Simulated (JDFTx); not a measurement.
**Sn under changes of volume**

One of the cells (28.673 Å³/atom); the others are scaled copies at fixed shape and fractional positions:

```
Sn
1.0
    -1.72654    1.77555    2.33834
     1.72654   -1.77555    2.33834
     1.72654    1.77555   -2.33834
Sn
1
Direct
  0.00000 0.00000 0.00000
```

This isn't the form of Sn at room conditions, which is tetragonal (white tin).

| Property | Result |
| --- | --- |
| Program | JDFTx 1.7.0 (patched build) |
| Functional | PBE |
| Potentials or basis | PseudoDojo-SR-PBE-0.5-standard |
| Cutoff | 980 eV |
| Density cutoff | 3918 eV |
| k mesh | 11 × 11 × 11 |
| Occupations | fermi-dirac, width 0.05 eV |
| Spin | no spin polarisation |

| volume (Å³/atom) | energy over the lowest point (meV/atom) | pressure (GPa) |
| --- | --- | --- |
| 26.953 | 7.27 | 2.1 |
| 27.526 | 1.64 | 1.0 |
| 28.100 | 0.00 | -0.1 |
| 28.673 | 1.89 | -1.0 |
| 29.247 | 6.90 | -1.8 |
| 29.820 | ? | ? |
| 30.394 | 24.97 | -3.2 |

Task: What does the run at 29.820 Å³/atom give?

Result: Energy over the lowest point 14.70 meV/atom; pressure -2.6 GPa.

Worked out: A Birch-Murnaghan fit of order 3 (a polynomial in V^(-2/3)) to the other rows has its minimum at 28.07 Å³/atom with B0 = V·E''(V) = 49 GPa and B' = 4.9 at fixed shape and positions, which overstates the stiffness. It gives 14.70 meV/atom at 29.820 Å³/atom, against the run's 14.70, and -dE/dV = -2.5 GPa, against -2.6.

Energies are extrapolated to zero smearing.
